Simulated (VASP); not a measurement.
VASP ran on this input.

INCAR:
```
SYSTEM = LiI
PREC = Accurate
ENCUT = 520
EDIFF = 1E-6
NELM = 60
ALGO = Normal
LREAL = .FALSE.
LASPH = .TRUE.
ISMEAR = 0
SIGMA = 0.05
GGA = PE
LMAXMIX = 4
LWAVE = .FALSE.
LCHARG = .FALSE.
ISIF = 2
IMIX = 1
AMIX = 1.9
BMIX = 0.0001
```

### POSCAR
```
LiI
1
    0.0000000000     3.0100000000     3.0100000000
    3.0100000000     0.0000000000     3.0100000000
    3.0100000000     3.0100000000     0.0000000000
Li I
1 1
Direct
  0.0000000000   0.0000000000   0.0000000000
  0.5000000000   0.5000000000   0.5000000000
```

**KPOINTS**
```
Automatic mesh
0
Gamma
6 6 6
0 0 0
```

POTCAR, in this order: Li_sv I (PBE.64 set). Program: vasp_std.

The run wrote:

### standard output
```
 POSCAR found type information on POSCAR LiI
 POSCAR found :  2 types and       2 ions
 Reading from existing POTCAR
 Reading from existing POTCAR
 LDA part: xc-table for (Slater+PW92), standard interpolation
 POSCAR, INCAR and KPOINTS ok, starting setup
 WAVECAR not read
 entering main loop
       N       E                     dE             d eps       ncg     rms          rms(c)
DAV:   1     0.361866721184E+02    0.36187E+02   -0.35976E+03   288   0.949E+02
DAV:   2    -0.418515046351E+01   -0.40372E+02   -0.39076E+02   399   0.134E+02
DAV:   3    -0.578647733783E+01   -0.16013E+01   -0.15997E+01   336   0.314E+01
DAV:   4    -0.583488865757E+01   -0.48411E-01   -0.48388E-01   466   0.605E+00
DAV:   5    -0.583529560230E+01   -0.40694E-03   -0.40692E-03   353   0.566E-01    0.215E+00
DAV:   6    -0.591504093755E+01   -0.79745E-01   -0.88258E-01   358   0.532E+00    0.179E+00
DAV:   7    -0.640311757520E+01   -0.48808E+00   -0.42741E+00   295   0.999E+00    0.378E+00
DAV:   8    -0.885666389992E+01   -0.24535E+01   -0.23316E+01   300   0.221E+01    0.119E+01
DAV:   9    -0.239462265556E+02   -0.15090E+02   -0.13141E+02   310   0.521E+01    0.223E+01
DAV:  10    -0.947484230890E+02   -0.70802E+02   -0.69674E+02   368   0.111E+02    0.604E+01
DAV:  11    -0.581489318453E+03   -0.48674E+03   -0.49128E+03   561   0.239E+02    0.628E+02
DAV:  12    -0.248743284482E+04   -0.19059E+04   -0.19626E+04   442   0.703E+02    0.125E+03
DAV:  13    -0.468107666717E+04   -0.21936E+04   -0.26053E+04   573   0.633E+02    0.141E+03
DAV:  14    -0.828308397855E+04   -0.36020E+04   -0.43008E+04   539   0.114E+03    0.155E+03
DAV:  15    -0.119942213264E+05   -0.37111E+04   -0.51339E+04   562   0.119E+03    0.185E+03
DAV:  16    -0.167216363275E+05   -0.47274E+04   -0.68120E+04   568   0.151E+03    0.216E+03

 -----------------------------------------------------------------------------
|                                                                             |
|     EEEEEEE  RRRRRR   RRRRRR   OOOOOOO  RRRRRR      ###     ###     ###     |
|     E        R     R  R     R  O     O  R     R     ###     ###     ###     |
|     E        R     R  R     R  O     O  R     R     ###     ###     ###     |
|     EEEEE    RRRRRR   RRRRRR   O     O  RRRRRR       #       #       #      |
|     E        R   R    R   R    O     O  R   R                               |
|     E        R    R   R    R   O     O  R    R      ###     ###     ###     |
|     EEEEEEE  R     R  R     R  OOOOOOO  R     R     ###     ###     ###     |
|                                                                             |
|     ERROR FEXCP: supplied Exchange-correletion table                        |
|      is too small, maximal index : 5253                                     |
|                                                                             |
|       ---->  I REFUSE TO CONTINUE WITH THIS SICK JOB ... BYE!!! <----       |
|                                                                             |
 -----------------------------------------------------------------------------
```

**Question.** Read input and log: which fault does this run have?
(A) EDIFF is too loose for the force threshold
(B) a metal was run with a tiny SIGMA on a coarse mesh
(C) LSORBIT needs the non-collinear program vasp_ncl
(D) simple mixing (IMIX = 1) with AMIX above 1 overshoots

**Answer.** D, simple mixing (IMIX = 1) with AMIX above 1 overshoots. VASP stops with an error: ERROR FEXCP: supplied Exchange-correletion table is too small, maximal index : 5253 ----> I REFUSE TO CONTINUE WITH THIS SICK JOB ... BYE!!! <----

To mend it, remove IMIX, remove AMIX, remove BMIX.

The mended run (PBE GGA, plane waves, VASP's PBE PAW potentials (set 64)) converges, and its OSZICAR ends with
```
   1 F= -.58302140E+01 E0= -.58302140E+01  d E =-.160051E-22
```

The compound is LiI in the rock salt structure. The cell was not relaxed at this level.
